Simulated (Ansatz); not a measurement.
The system is I.

```
CELL_PARAMETERS angstrom
0.00000 2.36560 3.90984
2.19225 0.00000 3.90984
2.19225 2.36560 0.00000
ATOMIC_POSITIONS crystal
I 0.00000 0.00000 0.00000
```

| Property | Result |
| --- | --- |
| Program | Ansatz 0.2.0 |
| Task | relaxation of cell and atoms |
| Functional | revPBE |
| Dispersion | D3(BJ) |
| Potentials or basis | Ansatz PAW |
| Cutoff | 420 eV (not typed: the program's choice for these potentials) |
| k mesh | 9 × 9 × 9 |
| Occupations | fermi-dirac, width 0.05 eV |
| Spin | no spin polarisation |

At the start: volume 40.55 Å³/atom.

Q: Where does the relaxation end?

A: It ends after 10 steps and the volume is 36.07 Å³/atom (-11.1 %); space group I4/mmm (No. 139, to 0.05 Å).

The path:
| step | energy change (eV) | largest force (eV/Å) | volume (Å³) |
| --- | --- | --- | --- |
| 1 | 0.0000 | 0.0000 | 40.55 |
| 2 | -0.0136 | 0.0000 | 38.58 |
| 3 | -0.0228 | 0.0000 | 36.30 |
| 4 | -0.0232 | 0.0000 | 36.02 |
| 5 | -0.0240 | 0.0000 | 36.16 |
| 6 | -0.0240 | 0.0000 | 36.11 |
| 7 | -0.0240 | 0.0000 | 36.07 |
| 8 | -0.0240 | 0.0000 | 36.06 |
| 9 | -0.0240 | 0.0000 | 36.07 |
| 10 | -0.0237 | 0.0000 | 36.07 |

Final structure:
```
CELL_PARAMETERS angstrom
0.00000 2.26081 3.54627
2.24920 0.00000 3.54627
2.24920 2.26081 0.00000
ATOMIC_POSITIONS crystal
I 0.00000 0.00000 0.00000
```

Caveat: the plane-wave basis is chosen anew once the cell has moved, so the energies of steps on either side of that aren't comparable; an odd number of electrons without spin polarisation forces a metal; a magnetic or distorted state may lie lower; pairwise dispersion overbinds metals, which lowers pressure and volume; the PAW data sets come from PBE, with cores solved anew for the run's functional, which leaves a small shift of forces and pressure.
